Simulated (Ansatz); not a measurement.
What does Ansatz print for the nuclei with this input?

The cell is a computed structure from the Materials Project (it need not be an observed phase), taken as it stands.

```yaml
crystal:
  lattice:
    - [1.9041613825, 1.0993680868, 18.6769155555]
    - [-1.9041613825, 1.0993680868, 18.6769155555]
    - [0.0, -2.1987361735, 18.6769155555]
  atoms:
    - { symbol: Zn, position: [0.5555567, 0.5555567, 0.5555567] }
    - { symbol: Zn, position: [0.16666019, 0.16666019, 0.16666019] }
    - { symbol: Zn, position: [0.38893419, 0.38893419, 0.38893419] }
    - { symbol: Zn, position: [0.27779328, 0.27779328, 0.27779328] }
    - { symbol: Zn, position: [6.07e-06, 6.07e-06, 6.07e-06] }
    - { symbol: Zn, position: [0.77779657, 0.77779657, 0.77779657] }
    - { symbol: S, position: [0.59724873, 0.59724873, 0.59724873] }
    - { symbol: S, position: [0.04170436, 0.04170436, 0.04170436] }
    - { symbol: S, position: [0.43056893, 0.43056893, 0.43056893] }
    - { symbol: S, position: [0.20828628, 0.20828628, 0.20828628] }
    - { symbol: S, position: [0.31940015, 0.31940015, 0.31940015] }
    - { symbol: S, position: [0.81944156, 0.81944156, 0.81944156] }
kpoints:
  mp_grid: { grid: [8, 8, 8] }
scf:
  occupations: { method: fermi_dirac, width: 0.02 }
hamiltonian:
  xc: pbe
  pseudopotentials: { kind: paw, frozen_core: stored }
output:
  forces: true
  stress: true
  populations: true
  efg: { quadrupole_moments_barn: { Zn: 0.122, S: -0.0694 } }
```

```sh
ansatz run input.yaml --threads 1 --pin off --max-ram 3072MiB --backend cpu --events-out ev --progress --plain --runs-dir out
```

Of the output, the block on the nuclei alone is shown; the set-up, the SCF iterations, energies, forces and stress are cut. One atom of each set with nearly equal values is shown.

```
--- PAW observables at the nuclei: V_zz in 10²¹ V/m², potentials from the cell's mean, atoms counted from 1 ---
  atom   1  Zn V_zz =    -0.071352   η = 0.0000   by run symmetry: allowed   C_q = -0.2105 MHz
            electrostatic potential = -3941.688454 V   contact ρ = none
  atom   2  Zn V_zz =    +0.022986   η = 0.0000   by run symmetry: allowed   C_q = +0.0678 MHz
            electrostatic potential = -3941.691098 V   contact ρ = none
  atom   3  Zn V_zz =    +0.066725   η = 0.0000   by run symmetry: allowed   C_q = +0.1968 MHz
            electrostatic potential = -3941.703802 V   contact ρ = none
  atom   5  Zn V_zz =    -0.064932   η = 0.0000   by run symmetry: allowed   C_q = -0.1915 MHz
            electrostatic potential = -3941.693189 V   contact ρ = none
  atom   7  S  V_zz =    +0.166660   η = 0.0000   by run symmetry: allowed   C_q = -0.2797 MHz
            electrostatic potential = -1633.163943 V   contact ρ = none
  atom   8  S  V_zz =    +0.177640   η = 0.0000   by run symmetry: allowed   C_q = -0.2981 MHz
            electrostatic potential = -1633.168558 V   contact ρ = none
  atom   9  S  V_zz =    +0.031754   η = 0.0000   by run symmetry: allowed   C_q = -0.0533 MHz
            electrostatic potential = -1633.151499 V   contact ρ = none
  atom  10  S  V_zz =    +0.078034   η = 0.0000   by run symmetry: allowed   C_q = -0.1309 MHz
            electrostatic potential = -1633.145745 V   contact ρ = none
  atom  11  S  V_zz =    +0.085961   η = 0.0000   by run symmetry: allowed   C_q = -0.1443 MHz
            electrostatic potential = -1633.148491 V   contact ρ = none
  atom  12  S  V_zz =    +0.018975   η = 0.0000   by run symmetry: allowed   C_q = -0.0318 MHz
            electrostatic potential = -1633.148134 V   contact ρ = none
```

The run took 70 s of wall time (69 s of CPU time) and 0.94 GiB at its peak, on 1 thread of Intel Xeon Platinum 8488C (Sapphire Rapids) (x86_64; 16 cores open to the job, memory cap 3.0 GiB, no GPU), a shared host with a load of 0.1 a core.
